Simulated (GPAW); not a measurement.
# TaN (F-43m) in GPAW: further runs

Aim: see how the results for TaN move with the level of theory and the settings. Levels: r2SCAN+U, PBEsol. Tasks: single point.

Everything below comes from runs of GPAW 26.7.0. Logs are shortened: lines on timing, memory, paths and dates and some standing lists are left out, and cuts for length are marked. The log counts tension as positive stress, the text compression.

**1. The crystal as given**

It takes space group F-43m (No. 216, cubic). Conventional cell: a = 4.982 Å, b = 4.982 Å, c = 4.982 Å, α = 90.00°, β = 90.00°, γ = 90.00°. Around Ta (site symmetry -43m) lie 4 N at 2.16 Å. N (site symmetry -43m) has 4 Ta at 2.16 Å as nearest neighbours.

The cell comes from a database or a generator and needn't be the stable form of this composition.

**2. Single point, r2SCAN+U**

File run.py:

```python
from ase.dft.bandgap import bandgap
from ase.io import read, write
from ase.units import Bohr, GPa
from gpaw import GPAW, PW
from gpaw.elf import elf_from_dft_calculation

atoms = read('POSCAR')

calc = GPAW(mode=PW(800),
            xc='MGGA_X_R2SCAN+MGGA_C_R2SCAN',
            kpts={'size': (7, 7, 7), 'gamma': True},
            occupations={'name': 'methfessel-paxton', 'order': 0, 'width': 0.05},
            setups={'Ta': ':d,3.0'},
            nbands=19,
            convergence={'density': 1e-05, 'energy': 1e-05},
            maxiter=150,
            txt='gpaw.txt')
atoms.calc = calc
energy = atoms.get_potential_energy()
forces = atoms.get_forces()
stress = atoms.get_stress()
calc.write('gs.gpw')
write('result.traj', atoms)
print(f'Energy: {energy:.6f} eV')
print('Forces (eV/A):')
print(forces.round(4))
print('Stress (GPa):', (stress / GPa).round(3))
print('Fermi level:', round(calc.get_fermi_level(), 4), 'eV')
print(f'Gap: {bandgap(calc)[0]:.4f} eV, direct: {bandgap(calc, direct=True)[0]:.4f} eV')

# fields on the real-space grid
write('density.cube', atoms, data=calc.get_pseudo_density() * Bohr**3)
write('potential.cube', atoms, data=calc.get_electrostatic_potential())
write('elf.cube', atoms, data=elf_from_dft_calculation(calc).data)
```

File POSCAR:

```
TaN
1.0
    0.0000000000      2.4911437700      2.4911437700
    2.4911437700      0.0000000000      2.4911437700
    2.4911437700      2.4911437700      0.0000000000
Ta N
1 1
Direct
    0.0000000000      0.0000000000      0.0000000000
    0.2500000000      0.2500000000      0.2500000000
```

Potentials or basis: GPAW PAW data sets (gpaw-data 1.2.1), pw.

The run is started by

```console
OMP_NUM_THREADS=1 python run.py
```

gpaw.txt:

```text
__  _  _
 | _ |_)|_||  |
 |__||  | ||/\| - 26.7.0

Input parameters:
  mode=PW(ecut=800.0),
  convergence={'density': 1e-05, 'energy': 1e-05},
  kpts=MonkhorstPack(size=(7, 7, 7), gamma=True),
  maxiter=150,
  nbands=19,
  occupations=Occupations(name='methfessel-paxton', order=0, width=0.05),
  setups={'Ta': ':d,3.0'},
  xc=XC(name='MGGA_X_R2SCAN+MGGA_C_R2SCAN')

Diagonalizing LCAO Hamiltonian
Converting LCAO to pw mode

           N

       Ta

Atoms  # Å, Bohr magnetons
|   | symbol |        x |        y |        z |    initial magnetic moments |
|---|--------|----------|----------|----------|-----------------------------|
| 0 |     Ta | 0.000000 | 0.000000 | 0.000000 | ( 0.0000,  0.0000,  0.0000) |
| 1 |      N | 1.245572 | 1.245572 | 1.245572 | ( 0.0000,  0.0000,  0.0000) |

Unit cell  # Å
| periodic |        x |        y |        z |  lengths |    angles |
|----------|----------|----------|----------|----------|-----------|
|      yes | 0.000000 | 2.491144 | 2.491144 | 3.523009 | 60.000000 |
|      yes | 2.491144 | 0.000000 | 2.491144 | 3.523009 | 60.000000 |
|      yes | 2.491144 | 2.491144 | 0.000000 | 3.523009 | 60.000000 |

Number of symmetries: 24
Symmetry operations  # r_c * U_cc + t_c -> r_c
|    | kind |            matrix            |
|----|------|------------------------------|
|  0 |  E   |  1, 0, 0,  0, 1, 0,  0, 0, 1 |
|  1 |  σ   |  1, 0, 0,  0, 0, 1,  0, 1, 0 |
|  2 |  σ   |  1, 0,-1,  0, 1,-1,  0, 0,-1 |
|  3 |  C3  |  1, 0,-1,  0, 0,-1,  0, 1,-1 |
|  4 |  C3  |  1,-1, 0,  0,-1, 1,  0,-1, 0 |
|  5 |  σ   |  1,-1, 0,  0,-1, 0,  0,-1, 1 |
|  6 |  σ   |  0, 1, 0,  1, 0, 0,  0, 0, 1 |
|  7 |  C3  |  0, 1, 0,  0, 0, 1,  1, 0, 0 |
|  8 |  C2  |  0, 1,-1,  1, 0,-1,  0, 0,-1 |
|  9 |  S4  |  0, 1,-1,  0, 0,-1,  1, 0,-1 |
| 10 |  C3  |  0, 0, 1,  1, 0, 0,  0, 1, 0 |
| 11 |  σ   |  0, 0, 1,  0, 1, 0,  1, 0, 0 |
| 12 |  S4  |  0, 0,-1,  1, 0,-1,  0, 1,-1 |
| 13 |  C3  |  0, 0,-1,  0, 1,-1,  1, 0,-1 |
| 14 |  S4  |  0,-1, 1,  1,-1, 0,  0,-1, 0 |
| 15 |  C2  |  0,-1, 1,  0,-1, 0,  1,-1, 0 |
| 16 |  C3  |  0,-1, 0,  1,-1, 0,  0,-1, 1 |
| 17 |  S4  |  0,-1, 0,  0,-1, 1,  1,-1, 0 |
| 18 |  S4  | -1, 1, 0, -1, 0, 1, -1, 0, 0 |
| 19 |  C3  | -1, 1, 0, -1, 0, 0, -1, 0, 1 |
| 20 |  C3  | -1, 0, 1, -1, 1, 0, -1, 0, 0 |
| 21 |  S4  | -1, 0, 1, -1, 0, 0, -1, 1, 0 |
| 22 |  σ   | -1, 0, 0, -1, 1, 0, -1, 0, 1 |
| 23 |  C2  | -1, 0, 0, -1, 0, 1, -1, 1, 0 |

BZ-sampling:
  Number of BZ points: 343
  Number of IBZ points: 20

  Monkhorst-Pack size: [7, 7, 7]
  Monkhorst-Pack shift: [0, 0, 0]

K-points  # in reciprocal-cell coordinates
|     |                                coordinates |     weight |
|-----|--------------------------------------------|------------|
|   0 | (  0.00000000,   0.00000000,   0.00000000) | 0.00291545 |
|   1 | (  0.14285714,   0.14285714,   0.00000000) | 0.01749271 |
|   2 | (  0.14285714,   0.14285714,   0.14285714) | 0.02332362 |
|   3 | (  0.28571429,   0.14285714,   0.14285714) | 0.03498542 |
|   4 | (  0.28571429,   0.28571429,   0.00000000) | 0.01749271 |
|   5 | (  0.28571429,   0.28571429,   0.14285714) | 0.06997085 |
|   6 | (  0.28571429,   0.28571429,   0.28571429) | 0.02332362 |
|   7 | (  0.42857143,  -0.28571429,  -0.28571429) | 0.03498542 |
|   8 | (  0.42857143,   0.28571429,  -0.42857143) | 0.13994169 |
|   9 | (  0.42857143,   0.28571429,  -0.28571429) | 0.06997085 |
| ... |                                            |            |
|  19 | (  0.42857143,   0.42857143,   0.42857143) | 0.02332362 |

Plane wave coefficients: 1639
Cutoff: 800.0 eV

Spin-components: 1 (collinear spins)
Bands:           19
Projectors:      11
Spin-degeneracy: 2
Datatype:        complex128

Parallelization:
  kpt:    1
  domain: 1
  band:   1

Density:
  Valence electrons: 18.0
  Components: 1
  Grid points: [24 24 24]
  Charge: 0.0  # |e|

Potential:
  Grid points: [24 24 24]

species:
  Ta:
    name:    Tantalum
    Z:       73.0
    valence: 13
    core:    60
    charge:  0.0  # [|e|]
    Hubbard: {U: 3.0,  # eV
              l: 2,
              scale: True}
    compensation charges:
      type: gauss
      rc: 0.42  # [Å]
      lmax: 2
    cutoffs:
      filter: 2.36  # [Å]
      core: 3.45  # [Å]
    projectors
    | kind |    occ | energy [eV] | rcut [Å] |
    |------|--------|-------------|----------|
    |   5s |  2.000 |     -72.790 |    1.365 |
    |   6s |  2.000 |      -5.429 |    1.365 |
    |   5p |  6.000 |     -39.427 |    1.349 |
    |   6p |  0.000 |      -1.396 |    1.349 |
    |   5d |  3.000 |      -3.603 |    1.307 |
    |    d |        |      23.609 |    1.307 |

    Using partial waves for Ta as LCAO basis

  N:
    name:    Nitrogen
    Z:       7.0
    valence: 5
    core:    2
    charge:  0.0  # [|e|]
    compensation charges:
      type: gauss
      rc: 0.18  # [Å]
      lmax: 2
    cutoffs:
      filter: 1.11  # [Å]
      core: 0.96  # [Å]
    projectors
    | kind |    occ | energy [eV] | rcut [Å] |
    |------|--------|-------------|----------|
    |   2s |  2.000 |     -18.583 |    0.603 |
    |   2p |  3.000 |      -7.089 |    0.529 |
    |    s |        |       8.629 |    0.603 |
    |    p |        |      20.123 |    0.529 |
    |    d |        |       0.000 |    0.577 |

    Using partial waves for N as LCAO basis

Reference energy: -425654.162905  # eV

eigensolver:
  PPCG
  Converge bands: occupied
  niter=2

density mixing:
  MSR1-Mixer
  Pratt-step length: 0.05
  Maximum mixing coefficient: 0.75
  Old densities: 10
  SVD Regularization: 0.005
  Good broyden scale: 1.0
  Trust region scale: 1.0
  Backstep threshold: 4.0
  History deletion threshold: 6.0
  Fourier metric: weight=20.0, sigma=0.015

occupation numbers:
  Methfessel-Paxton:
    width: 0.0500  # eV
    order: 0

poisson solver:
  ecut: 6400.0  # eV

xc functional:
  name: MGGA_X_R2SCAN+MGGA_C_R2SCAN with 2 nearest neighbor stencil

convergence criteria:
- Maximum integral of absolute [dens]ity change: 1e-05 electrons / valence electron
- Maximum [total energy] change in last 3 cyles: 1e-05 eV / valence electron
- Maximum integral of absolute [eigenst]ate change: 4e-08 eV^2 / valence electron
maximum number of iterations: 150

SCF iterations
|iter     | |      energy | eigst |  dens |
|---------|-|-------------|-------|-------|
|iter:   1| |  -37.115111 | +0.04 |       |
|iter:   2| |  -31.724109 | -1.44 | -0.81 |
|iter:   3| |  -30.396827 | -1.05 | -0.86 |
|iter:   4| |  -30.474556 | -1.97 | -1.44 |
|iter:   5| |  -30.502479 | -2.73 | -1.67 |
|iter:   6| |  -30.503747 | -4.19 | -2.53 |
|iter:   7| |  -30.504090 | -4.82 | -2.95 |
|iter:   8| |  -30.504077 | -5.95 | -3.49 |
|iter:   9| |  -30.504013c| -5.99 | -3.78 |
|iter:  10| |  -30.504013c| -7.88c| -4.60 |
|iter:  11| |  -30.504012c| -7.92c| -5.12c|

Converged in 11 steps
Energy contributions relative to reference atoms: (reference = -425654.162905)

Energy contributions:
  Kinetic:          -2.137068
  Coulomb:          -3.292523
  Zero:             -0.085481
  External:          0.000000
  Xc:              -24.987128
  Entropy:          -0.003623
  Spinorbit:         0.000000
  ----------------------------
  Free energy:     -30.505823
  Extrapolated:    -30.504012

dipole moment: (-18.979842, -18.979842, -18.979842)  # |e|*Ang

Fermi level: 10.301
Eigenvalues  # (at kpt = [0.000, 0.000, 0.000])
| band index |      eig [eV] | occ [0-2] |
|------------|---------------|-----------|
|          0 |       -62.210 |     2.000 |
|          1 |       -28.012 |     2.000 |
|          2 |       -28.012 |     2.000 |
|          3 |       -28.012 |     2.000 |
|          4 |        -7.792 |     2.000 |
|          5 |         3.478 |     2.000 |
[... 9 lines left out ...]
|         15 |        22.398 |     0.000 |
|         16 |        22.398 |     0.000 |
|        ... |               |           |
|         18 |        29.291 |     0.000 |

No gap
No difference between direct/indirect transitions

Forces  # eV/Ang
|        x |        y |        z |
|----------|----------|----------|
|  0.00000 | -0.00000 |  0.00000 |  # Ta   0
| -0.00000 |  0.00000 | -0.00000 |  # N    1

Stress tensor  # eV/Ang^3
|         x |         y |         z |
|-----------|-----------|-----------|
|  0.159423 |  0.000000 | -0.000000 |
|  0.000000 |  0.159423 | -0.000000 |
| -0.000000 | -0.000000 |  0.159423 |

# Writing to gs.gpw (mode='')
```

Wall time 48 s (1 thread of Arm Neoverse V1, shared host); peak memory 0.28 GiB.

What came out:

```
Free energy            : -30.5058 eV
Pressure               : -25.5 GPa
Band gap on the k mesh : none (metal or under the smearing width)
```

Levels at points of the mesh, in eV from the Fermi level:
```csv
k point,band 6,band 7,band 8,band 9,band 10,band 11,band 12,band 13
"(0.00, 0.00, 0.00)",-6.82,-6.82,-6.82,-1.87,0.78,0.78,4.70,4.70
```

Caveat: the PAW data sets were made with another functional, which shifts forces and pressure a little; U without spin polarisation on a metal has little footing. The run has no spin-orbit coupling, so splittings on Ta are missing.

**3. Single point, PBEsol, collinear spin, ferromagnetic start**

File run.py:

```python
from ase import Atoms
from ase.dft.bandgap import bandgap
from ase.io import write
from ase.units import GPa
from gpaw import GPAW, PW, setup_paths

setup_paths.insert(0, '.')

atoms = Atoms(['Ta', 'N'],
              cell=[[0.0, 2.49114377, 2.49114377],
                    [2.49114377, 0.0, 2.49114377],
                    [2.49114377, 2.49114377, 0.0]],
              scaled_positions=[[0.0, 0.0, 0.0],
                                [0.25, 0.25, 0.25]],
              pbc=True)
atoms.set_initial_magnetic_moments([0.5, 0.0])

calc = GPAW(mode=PW(800),
            xc='PBEsol',
            kpts={'size': (7, 7, 7), 'gamma': True},
            occupations={'name': 'methfessel-paxton', 'order': 0, 'width': 0.05},
            nbands=19,
            convergence={'density': 1e-05, 'energy': 1e-05},
            maxiter=150,
            txt='gpaw.txt')
atoms.calc = calc
energy = atoms.get_potential_energy()
forces = atoms.get_forces()
stress = atoms.get_stress()
calc.write('gs.gpw')
write('result.traj', atoms)
print(f'Energy: {energy:.6f} eV')
print('Forces (eV/A):')
print(forces.round(4))
print('Stress (GPa):', (stress / GPa).round(3))
print('Moments:', calc.get_magnetic_moments().round(3))
print('Fermi level:', round(calc.get_fermi_level(), 4), 'eV')
print(f'Gap: {bandgap(calc)[0]:.4f} eV, direct: {bandgap(calc, direct=True)[0]:.4f} eV')
```

Potentials or basis: PAW data sets generated in the run's folder for this functional, pw.

The run is started by

```console
gpaw-setup -f PBEsol N Ta
OMP_NUM_THREADS=1 python run.py
```

Wall time 37 s (1 thread of Arm Neoverse V1, shared host); peak memory 0.18 GiB.

The run converged. Its results:

| Property | Result |
| --- | --- |
| Free energy | -20.3237 eV |
| Pressure | -30.9 GPa |
| Band gap on the k mesh | none (metal or under the smearing width) |
| Net moment | 0.00 μB per cell |

Levels at points of the mesh, in eV from the Fermi level:
Spin up:
```
           k point  band 6  band 7  band 8  band 9  band 10  band 11  band 12  band 13
(0.00, 0.00, 0.00)   -6.06   -6.06   -6.06   -1.31     0.34     0.34     4.87     4.87
```
Spin down:
| k point | band 7 | band 8 | band 9 | band 10 | band 11 | band 12 |
| --- | --- | --- | --- | --- | --- | --- |
| (0.00, 0.00, 0.00) | -6.06 | -6.06 | -1.31 | 0.34 | 0.34 | 4.87 |

Caveat: a pressure of tens of GPa on the cell as given is suspect, and the run, the potentials or the cell itself is likely at fault. The run has no spin-orbit coupling, so splittings on Ta are missing.

**4. Single point, r2SCAN+U**

run.py: that of step 3 with these lines changed.

```diff
@@ -4,5 +4,3 @@
 from ase.units import GPa
-from gpaw import GPAW, PW, setup_paths
-
-setup_paths.insert(0, '.')
+from gpaw import GPAW, PW
 
@@ -15,8 +13,8 @@
               pbc=True)
-atoms.set_initial_magnetic_moments([0.5, 0.0])
 
 calc = GPAW(mode=PW(800),
-            xc='PBEsol',
+            xc='MGGA_X_R2SCAN+MGGA_C_R2SCAN',
             kpts={'size': (7, 7, 7), 'gamma': True},
             occupations={'name': 'methfessel-paxton', 'order': 0, 'width': 0.05},
+            setups={'Ta': ':d,5.0'},
             nbands=19,
@@ -35,3 +33,2 @@
 print('Stress (GPa):', (stress / GPa).round(3))
-print('Moments:', calc.get_magnetic_moments().round(3))
 print('Fermi level:', round(calc.get_fermi_level(), 4), 'eV')
```

Potentials or basis: GPAW PAW data sets (gpaw-data 1.2.1), pw.

The run is started by

```console
OMP_NUM_THREADS=1 python run.py
```

Wall time 53 s (1 thread of Arm Neoverse V1, shared host); peak memory 0.28 GiB.

The run converged. Its results:

- Free energy: -28.6027 eV
- Pressure: -21.2 GPa
- Band gap on the k mesh: none (metal or under the smearing width)

Levels at points of the mesh, in eV from the Fermi level:
| k point | band 5 | band 6 | band 7 | band 8 | band 9 | band 10 | band 11 | band 12 | band 13 | band 14 |
| --- | --- | --- | --- | --- | --- | --- | --- | --- | --- | --- |
| (0.00, 0.00, 0.00) | -18.26 | -7.02 | -7.02 | -7.02 | -2.15 | 1.46 | 1.46 | 4.43 | 4.43 | 4.43 |

Caveat: the PAW data sets were made with another functional, which shifts forces and pressure a little; U without spin polarisation on a metal has little footing. Spin-orbit coupling is left out, which matters for the levels of Ta.

**5. Summary**

```csv
level,potentials or basis,spin,U,gap on the mesh (eV),pressure (GPa)
r2SCAN+U,"GPAW PAW data sets (gpaw-data 1.2.1), pw",off,Ta d U = 3 eV,none,-25.5
PBEsol,"PAW data sets generated in the run's folder for this functional, pw","collinear, ferromagnetic start",-,none,-30.9
r2SCAN+U,"GPAW PAW data sets (gpaw-data 1.2.1), pw",off,Ta d U = 5 eV,none,-21.2
```

Alike in all rows: task single point; cell as given; k mesh 7 × 7 × 7; cutoff (eV) 800; smearing gaussian 0.05 eV.

Caveats: the PAW data sets were made with another functional, which shifts forces and pressure a little (some runs); U without spin polarisation on a metal has little footing (some runs); a pressure of tens of GPa on the cell as given is suspect, and the run, the potentials or the cell itself is likely at fault (some runs).

Absolute energies hang on the potentials; compare differences alone.
